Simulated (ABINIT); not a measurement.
# TePb (Pm-3m) in ABINIT: further runs

Aim: see how the results for TePb move with the level of theory and the settings. Levels: PW91, r2SCAN. Tasks: band structure.

Program: ABINIT 10.8.3 (patched build). These are calculated values, not measurements. Logs are shortened: lines on timing, memory, paths and dates and some standing lists are left out, and cuts for length are marked. The log counts tension as positive stress, the text compression.

## (1) The crystal as given

It takes space group Pm-3m (No. 221, cubic). Conventional cell: a = 4.002 Å, b = 4.002 Å, c = 4.002 Å, α = 90.00°, β = 90.00°, γ = 90.00°. Around Pb (site symmetry m-3m) lie 8 Te at 3.47 Å. Around Te (site symmetry m-3m) lie 8 Pb at 3.47 Å.

Measurements of this composition are mostly on another form, of space group No. 225.

## (2) Band structure, PW91, spin-orbit coupling, no magnetisation

run.abi reads:

```
ndtset 2

pp_dirpath "./"
pseudos "Pb.GGA_PBE-JTH.xml, Te.GGA_PBE-JTH.xml"

acell 7.5632263022 7.5632263022 7.5632263022
rprim
     1.0000000000     0.0000000000     0.0000000000
     0.0000000000     1.0000000000     0.0000000000
     0.0000000000     0.0000000000     1.0000000000
ntypat 2
znucl 82 52
natom 2
typat 1 2
xred
     0.0000000000     0.0000000000     0.0000000000
     0.5000000000     0.5000000000     0.5000000000

ecut 598.650497 eV
pawecutdg 44.0

ixc -109134

occopt 3
tsmear 0.05 eV

nspinor 2
nspden 1
pawspnorb 1

nstep 100

iomode 3
prtwf 0
prteig 0
prtebands 0
enunit 1
prtden1 1

kptopt1 4
ngkpt1 7 7 7
nshiftk1 1
shiftk1 0.0 0.0 0.0
nband1 28
tolvrs1 1.0e-9

iscf2 -2
getden2 1
nband2 40
nbdbuf2 8
tolwfr2 1.0e-11
kptopt2 -5
ndivsm2 8
prteig2 1
kptbounds2
     0.0000000000     0.0000000000     0.0000000000
     0.0000000000     0.5000000000     0.0000000000
     0.5000000000     0.5000000000     0.0000000000
     0.0000000000     0.0000000000     0.0000000000
     0.5000000000     0.5000000000     0.5000000000
     0.0000000000     0.5000000000     0.0000000000
```

Potentials or basis: JTH PAW PBE v2.0.

The run is started by

```
$ abinit run.abi > log 2>&1
```

run.abo:

```text
.Version 10.8.3 of ABINIT
 DATASET    1 : space group P4 3 2 (#207); Bravais cP (primitive cubic)
================================================================================
 Values of the parameters that define the memory need for DATASET  1.
     intxc =       0    ionmov =       0      iscf =      17    lmnmax =      18
     lnmax =       6     mgfft =      32  mpssoang =       3    mqgrid =    3001
     natom =       2  nloc_mem =       2    nspden =       1   nspinor =       2
    nsppol =       1      nsym =      24    n1xccc =       1    ntypat =       2
    occopt =       3   xclevel =       2
       mpw =        2164          nfft =       32768          nkpt =          21
 PAW method is used; the additional fine FFT grid is defined by:
   mgfftf=        48    nfftf =    110592
================================================================================
================================================================================

 DATASET    2 : space group P4 3 2 (#207); Bravais cP (primitive cubic)
================================================================================
 Values of the parameters that define the memory need for DATASET  2.
     intxc =       0    ionmov =       0      iscf =      -2    lmnmax =      18
     lnmax =       6     mgfft =      32  mpssoang =       3    mqgrid =    3001
     natom =       2  nloc_mem =       2    nspden =       1   nspinor =       2
    nsppol =       1      nsym =      24    n1xccc =       1    ntypat =       2
    occopt =       3   xclevel =       2
       mpw =        2176          nfft =       32768          nkpt =          53
 PAW method is used; the additional fine FFT grid is defined by:
   mgfftf=        48    nfftf =    110592
================================================================================
================================================================================

--------------------------------------------------------------------------------
------------- Echo of variables that govern the present computation ------------
--------------------------------------------------------------------------------
 -outvars: echo values of preprocessed input variables --------
            acell      7.5632263022E+00  7.5632263022E+00  7.5632263022E+00 Bohr
              amu      2.07200000E+02  1.27600000E+02
             ecut      2.20000000E+01 Hartree
           enunit           1
           getden1          0
           getden2          1
             iscf1         17
             iscf2         -2
                       outvar_i_n : Printing only first  50 k-points.
              ixc     -109134
           jdtset        1    2
                       outvar_i_n : Printing only first  50 k-points.
           kptopt1          4
           kptopt2         -5
         kptrlatt        7    0    0      0    7    0      0    0    7
          kptrlen1     5.29425841E+01
          kptrlen2     3.00000000E+01
            natom           2
            nband1         28
            nband2         40
           nbdbuf1          0
           nbdbuf2          8
           ndtset           2
           ndivsm1          0
           ndivsm2          8
            ngfft          32      32      32
          ngfftdg          48      48      48
             nkpt1         21
             nkpt2         53
          nspinor           2
            nstep         100
             nsym          24
           ntypat           2
           occopt           3
        pawcpxocc           2
        pawecutdg      4.40000000E+01 Hartree
        pawspnorb           1
         pawxcdev           0
        prtebands           0
           prteig1          0
           prteig2          1
            prtwf           0
[... 255 lines left out ...]

================================================================================
 Non-SCF case, kpt    1 (  0.00000  0.00000  0.00000), residuals and eigenvalues=
  5.11E-12  3.96E-12  7.81E-12  7.34E-12  4.06E-12  3.46E-12  2.95E-12  8.79E-12
  6.41E-12  8.38E-12  3.67E-12  5.43E-12  3.85E-12  3.07E-12  3.30E-12  5.26E-12
  6.10E-12  7.95E-12  6.35E-12  3.05E-12  6.07E-12  9.55E-12  4.62E-12  5.86E-12
  4.54E-12  8.93E-12  7.43E-12  7.85E-12  5.19E-12  8.92E-12  6.08E-12  8.45E-12
  2.59E-08  1.14E-07  1.78E-07  5.16E-06  5.99E-07  3.84E-06  9.25E-10  1.16E-09
 -6.9787E-01 -6.9787E-01 -6.9787E-01 -6.9787E-01 -6.0442E-01 -6.0442E-01
 -6.0442E-01 -6.0442E-01 -6.0232E-01 -6.0232E-01 -4.6826E-01 -4.6826E-01
 -2.6879E-01 -2.6879E-01 -1.0474E-01 -1.0474E-01 -6.7158E-02 -6.7158E-02
 -6.7158E-02 -6.7158E-02  1.0931E-01  1.0931E-01  1.3096E-01  1.3096E-01
  1.3096E-01  1.3096E-01  2.0023E-01  2.0023E-01  2.0023E-01  2.0023E-01
[... 664 lines left out ...]
  4.4578E-01  4.4681E-01  4.5021E-01  4.5066E-01
 Non-SCF case, kpt   53 (  0.00000  0.50000  0.00000), residuals and eigenvalues=
  5.82E-12  9.68E-12  2.94E-12  5.60E-12  2.55E-12  2.91E-12  7.21E-12  9.39E-12
  6.55E-12  8.37E-12  5.28E-12  8.19E-12  3.40E-12  6.23E-12  5.95E-12  8.07E-12
  4.80E-12  7.52E-12  5.17E-12  8.96E-12  7.54E-12  8.63E-12  5.78E-12  6.74E-12
  6.74E-12  7.24E-12  4.21E-12  7.91E-12  5.55E-12  8.80E-12  4.31E-12  8.84E-12
  7.73E-09  1.02E-08  4.20E-08  4.27E-07  1.44E-06  1.32E-06  2.23E-05  3.98E-05
 -6.9794E-01 -6.9794E-01 -6.9745E-01 -6.9745E-01 -6.0454E-01 -6.0454E-01
 -6.0312E-01 -6.0312E-01 -6.0295E-01 -6.0295E-01 -4.2156E-01 -4.2156E-01
 -3.4980E-01 -3.4980E-01 -5.8996E-02 -5.8996E-02 -3.1330E-02 -3.1330E-02
 -2.5431E-02 -2.5431E-02 -1.7177E-02 -1.7177E-02  5.0591E-02  5.0591E-02
  8.6212E-02  8.6212E-02  1.7965E-01  1.7965E-01  2.4172E-01  2.4172E-01
  4.0711E-01  4.0711E-01  4.2316E-01  4.2316E-01  4.3218E-01  4.3218E-01
  4.4523E-01  4.4525E-01  4.4595E-01  4.4777E-01

--- !ResultsGS
iteration_state: {dtset: 2, }
comment   : Summary of ground state results
lattice_vectors:
- [  7.5632263,   0.0000000,   0.0000000, ]
- [  0.0000000,   7.5632263,   0.0000000, ]
- [  0.0000000,   0.0000000,   7.5632263, ]
lattice_lengths: [   7.56323,    7.56323,    7.56323, ]
lattice_angles: [ 90.000,  90.000,  90.000, ] # degrees, (23, 13, 12)
lattice_volume:   4.3263464E+02
convergence: {deltae:  0.000E+00, res2:  0.000E+00, residm:  9.991E-12, diffor:  0.000E+00, }
etotal    :  -6.96415096E+01
entropy   :   0.00000000E+00
fermie    :  -2.41349831E-02
cartesian_stress_tensor: null
pressure_GPa: null
xred      :
- [  0.0000E+00,   0.0000E+00,   0.0000E+00, Pb]
- [  5.0000E-01,   5.0000E-01,   5.0000E-01, Te]
cartesian_forces: null
force_length_stats: {min: null, max: null, mean: null, }
...

 Integrated electronic density in atomic spheres:
 ------------------------------------------------
 Atom  Sphere_radius  Integrated_density
    1        2.40264         11.32810613
    2        2.31107          3.09491262

================================================================================

 ----iterations are completed or convergence reached----

 Mean square residual over all n,k,spin=   57.279E-13; max=  99.911E-13
 reduced coordinates (array xred) for    2 atoms
       0.000000000000      0.000000000000      0.000000000000
       0.500000000000      0.500000000000      0.500000000000

 cartesian coordinates (angstrom) at end:
    1      0.00000000000000     0.00000000000000     0.00000000000000
    2      2.00114349865560     2.00114349865560     2.00114349865560
 length scales=  7.563226302200  7.563226302200  7.563226302200 bohr
              =  4.002286997311  4.002286997311  4.002286997311 angstroms
 Eigenvalues (   eV  ) for nkpt=  53  k points:
 kpt#   1, nband= 40, wtk=  1.00000, kpt=  0.0000  0.0000  0.0000 (reduced coord)
 -18.98996  -18.98996  -18.98996  -18.98996  -16.44724  -16.44724  -16.44724  -16.44724
 -16.38989  -16.38989  -12.74189  -12.74189   -7.31426   -7.31426   -2.85023   -2.85023
  -1.82746   -1.82746   -1.82746   -1.82746    2.97434    2.97434    3.56370    3.56370
   3.56370    3.56370    5.44858    5.44858    5.44858    5.44858    9.45585    9.45585
  10.92818   10.92818   10.92818   10.92834   11.06823   11.06841   11.65560   11.65560
 kpt#   2, nband= 40, wtk=  1.00000, kpt=  0.0000  0.0625  0.0000 (reduced coord)
 -18.99003  -18.99003  -18.98950  -18.98950  -16.44726  -16.44726  -16.44590  -16.44590
 -16.39064  -16.39064  -12.71139  -12.71139   -7.37856   -7.37856   -2.83427   -2.83427
  -1.84577   -1.84577   -1.79282   -1.79282    2.84755    2.84755    3.59262    3.59262
   3.75699    3.75699    5.23492    5.23492    5.33003    5.33003    9.70959    9.70959
  10.61173   10.61173   10.68946   10.68946   10.97579   10.97579   11.07978   11.07978
 kpt#   3, nband= 40, wtk=  1.00000, kpt=  0.0000  0.1250  0.0000 (reduced coord)
 -18.99023  -18.99023  -18.98821  -18.98821  -16.44736  -16.44736  -16.44207  -16.44207
 -16.39274  -16.39274  -12.62076  -12.62076   -7.56757   -7.56757   -2.78725   -2.78725
  -1.86461   -1.86461   -1.69024   -1.69024    2.50776    2.50776    3.67899    3.67899
   4.09974    4.09974    4.92190    4.92190    4.99698    4.99698   10.15038   10.15038
[... 287 lines left out ...]
   2.79259    2.79259    5.46926    5.46926    7.32717    7.32717    9.27910    9.27910
   9.50352    9.50352   11.63270   11.63276   12.29234   12.31121   12.36586   12.39857
 kpt#  52, nband= 40, wtk=  1.00000, kpt=  0.0455  0.5000  0.0455 (reduced coord)
 -18.99154  -18.99154  -18.97875  -18.97875  -16.44947  -16.44947  -16.41142  -16.41142
 -16.40802  -16.40802  -11.44720  -11.44720   -9.48698   -9.48698   -1.76993   -1.76993
  -1.40531   -1.40531   -0.75422   -0.75422    0.05681    0.05681    1.44283    1.44283
   2.41717    2.41717    5.04026    5.04026    6.77958    6.77958   10.48054   10.48054
  10.70581   10.70581   11.56786   11.56789   12.13033   12.15824   12.25088   12.26305
 kpt#  53, nband= 40, wtk=  1.00000, kpt=  0.0000  0.5000  0.0000 (reduced coord)
 -18.99186  -18.99186  -18.97869  -18.97869  -16.45033  -16.45033  -16.41166  -16.41166
 -16.40698  -16.40698  -11.47129  -11.47129   -9.51857   -9.51857   -1.60537   -1.60537
  -0.85254   -0.85254   -0.69201   -0.69201   -0.46742   -0.46742    1.37666    1.37666
   2.34596    2.34596    4.88863    4.88863    6.57741    6.57741   11.07811   11.07811
  11.51464   11.51464   11.76010   11.76014   12.11537   12.11599   12.13485   12.18454

== END DATASET(S) ==============================================================
================================================================================

 -outvars: echo values of variables after computation  --------
            acell      7.5632263022E+00  7.5632263022E+00  7.5632263022E+00 Bohr
           etotal1    -6.9641509568E+01
            fcart1    -0.0000000000E+00 -0.0000000000E+00 -0.0000000000E+00
                      -0.0000000000E+00 -0.0000000000E+00 -0.0000000000E+00
           strten1     8.2263423741E-06  8.2263423741E-06  8.2263423741E-06
                       0.0000000000E+00  0.0000000000E+00  0.0000000000E+00
           xangst      0.0000000000E+00  0.0000000000E+00  0.0000000000E+00
                       2.0011434987E+00  2.0011434987E+00  2.0011434987E+00
             xred      0.0000000000E+00  0.0000000000E+00  0.0000000000E+00
                       5.0000000000E-01  5.0000000000E-01  5.0000000000E-01
 Calculation completed.
```

Wall time 5.9 min (1 thread of Arm Neoverse V1, shared host); peak memory 0.24 GiB.

What came out:

```yaml
Free_energy: -1895.0420 eV
Pressure: -0.2 GPa
Band_gap_on_the_k_mesh: none (metal or under the smearing width)
Valence_electrons_inside_the_program's_atomic_spheres: Pb 11.33; Te 3.09
```

Levels at the corners of the path, in eV from the Fermi level:
```tsv
point	band 16	band 17	band 18	band 19	band 20	band 21	band 22	band 23	band 24	band 25
Γ	-2.19	-1.17	-1.17	-1.17	-1.17	3.63	3.63	4.22	4.22	4.22
X	-0.95	-0.20	-0.20	-0.04	-0.04	0.19	0.19	2.03	2.03	3.00
M	-4.36	-4.31	-4.31	0.22	0.22	2.74	2.74	4.08	4.08	4.41
Γ	-2.19	-1.17	-1.17	-1.17	-1.17	3.63	3.63	4.22	4.22	4.22
R	-2.79	-2.20	-2.20	-2.20	-2.20	-1.78	-1.78	-0.53	-0.53	-0.53
X	-0.95	-0.20	-0.20	-0.04	-0.04	0.19	0.19	2.03	2.03	3.00
```

Caveat: the PAW data sets were made with another functional, which shifts forces and pressure a little.

## (3) Band structure, r2SCAN

run.abi reads:

```
ndtset 2

pp_dirpath "./"
pseudos "Pb.GGA_PBE-JTH.xml, Te.GGA_PBE-JTH.xml"

acell 3*1.0
rprim
     7.5632263022     0.0000000000     0.0000000000
     0.0000000000     7.5632263022     0.0000000000
     0.0000000000     0.0000000000     7.5632263022
ntypat 2
znucl 82 52
natom 2
typat 1 2
xred
     0.0000000000     0.0000000000     0.0000000000
     0.5000000000     0.5000000000     0.5000000000

ecut 26.0
pawecutdg 48.0

ixc -497498
usekden 1
pawxcdev 0

occopt 3
tsmear 0.05 eV

nstep 100

iomode 3
prtwf 0
prteig 0
prtebands 0
enunit 1
prtden1 1
prtkden1 1

kptopt1 1
ngkpt1 7 7 7
nshiftk1 1
shiftk1 0.0 0.0 0.0
nband1 14
tolvrs1 1.0e-7

iscf2 -2
getden2 1
getkden2 1
nband2 20
nbdbuf2 4
tolwfr2 1.0e-11
kptopt2 -5
ndivsm2 8
prteig2 1
prtvol2 -3
kptbounds2
     0.0000000000     0.0000000000     0.0000000000
     0.0000000000     0.5000000000     0.0000000000
     0.5000000000     0.5000000000     0.0000000000
     0.0000000000     0.0000000000     0.0000000000
     0.5000000000     0.5000000000     0.5000000000
     0.0000000000     0.5000000000     0.0000000000
```

Potentials or basis: JTH PAW PBE v2.0.

The run is started by

```
$ abinit run.abi > log 2>&1
```

run.abo:

```text
.Version 10.8.3 of ABINIT
 DATASET    1 : space group Pm -3 m (#221); Bravais cP (primitive cubic)
================================================================================
 Values of the parameters that define the memory need for DATASET  1.
     intxc =       0    ionmov =       0      iscf =      17    lmnmax =      18
     lnmax =       6     mgfft =      36  mpssoang =       3    mqgrid =    3001
     natom =       2  nloc_mem =       2    nspden =       1   nspinor =       1
    nsppol =       1      nsym =      48    n1xccc =       1    ntypat =       2
    occopt =       3   xclevel =       2
       mpw =        2762          nfft =       46656          nkpt =          20
 PAW method is used; the additional fine FFT grid is defined by:
   mgfftf=        48    nfftf =    110592
================================================================================
================================================================================

 DATASET    2 : space group Pm -3 m (#221); Bravais cP (primitive cubic)
================================================================================
 Values of the parameters that define the memory need for DATASET  2.
     intxc =       0    ionmov =       0      iscf =      -2    lmnmax =      18
     lnmax =       6     mgfft =      36  mpssoang =       3    mqgrid =    3001
     natom =       2  nloc_mem =       2    nspden =       1   nspinor =       1
    nsppol =       1      nsym =      48    n1xccc =       1    ntypat =       2
    occopt =       3   xclevel =       2
       mpw =        2767          nfft =       46656          nkpt =          53
 PAW method is used; the additional fine FFT grid is defined by:
   mgfftf=        48    nfftf =    110592
[... 990 lines left out ...]
   8.79440   12.72391   12.77665   13.42777
 kpt#  51, nband= 20, wtk=  1.00000, kpt=  0.0909  0.5000  0.0909 (reduced coord)
 -18.47842  -18.43445  -18.43223  -18.41859  -18.40606  -11.64162   -9.82834   -2.00203
  -1.93909   -1.06319    1.26330    1.40070    2.77067    5.92963    7.82222    9.87676
   9.98443   12.49270   12.55572   13.20024
 kpt#  52, nband= 20, wtk=  1.00000, kpt=  0.0455  0.5000  0.0455 (reduced coord)
 -18.48456  -18.43119  -18.43059  -18.42131  -18.40340  -11.71728   -9.92502   -1.55129
  -1.26314   -0.83935    0.47950    1.75138    2.14809    5.48199    7.26695   11.13289
  11.33139   12.35178   12.43647   13.05990
 kpt#  53, nband= 20, wtk=  1.00000, kpt=  0.0000  0.5000  0.0000 (reduced coord)
 -18.48671  -18.43009  -18.43009  -18.42226  -18.40250  -11.74320   -9.95759   -1.35406
  -0.75633   -0.75633   -0.06985    1.88664    1.88664    5.32411    7.06349   11.93998
  12.30469   12.30469   12.50000   12.63087

== END DATASET(S) ==============================================================
================================================================================

 -outvars: echo values of variables after computation  --------
            acell      1.0000000000E+00  1.0000000000E+00  1.0000000000E+00 Bohr
           etotal1     5.6904864044E+00
            fcart1    -0.0000000000E+00 -0.0000000000E+00 -0.0000000000E+00
                      -0.0000000000E+00 -0.0000000000E+00 -0.0000000000E+00
            rprim      7.5632263022E+00  0.0000000000E+00  0.0000000000E+00
                       0.0000000000E+00  7.5632263022E+00  0.0000000000E+00
                       0.0000000000E+00  0.0000000000E+00  7.5632263022E+00
           strten1     1.3662418524E-05  1.3662418524E-05  1.3662418524E-05
                       0.0000000000E+00  0.0000000000E+00  0.0000000000E+00
           xangst      0.0000000000E+00  0.0000000000E+00  0.0000000000E+00
                       2.0011434987E+00  2.0011434987E+00  2.0011434987E+00
             xred      0.0000000000E+00  0.0000000000E+00  0.0000000000E+00
                       5.0000000000E-01  5.0000000000E-01  5.0000000000E-01
 Calculation completed.
```

It took 4.9 min on 1 thread of Arm Neoverse V1, shared host; peak memory 0.16 GiB.

Results:

| Quantity | Value |
| --- | --- |
| Free energy | 154.8460 eV |
| Pressure | -0.4 GPa |
| Band gap on the k mesh | none (metal or under the smearing width) |
| Valence electrons inside the program's atomic spheres | Pb 11.28; Te 3.11 |

Levels at the corners of the path, in eV from the Fermi level:
```tsv
point	band 6	band 7	band 8	band 9	band 10	band 11	band 12	band 13	band 14	band 15
Γ	-12.63	-6.93	-1.67	-1.67	-1.67	4.48	4.48	5.54	5.54	5.54
X	-11.20	-9.41	-0.81	-0.21	-0.21	0.48	2.43	2.43	5.87	7.61
M	-10.41	-8.25	-4.53	-4.53	0.17	3.73	4.02	4.02	6.69	7.43
Γ	-12.63	-6.93	-1.67	-1.67	-1.67	4.48	4.48	5.54	5.54	5.54
R	-10.01	-7.48	-2.58	-2.58	-2.58	-0.97	-0.97	-0.97	14.75	14.75
X	-11.20	-9.41	-0.81	-0.21	-0.21	0.48	2.43	2.43	5.87	7.61
```

Caveat: totals of a meta-GGA on PAW files have another zero than those of a GGA; the PAW data sets were made with another functional, which shifts forces and pressure a little; spin-orbit coupling is left out, which moves the levels of the heavy elements.
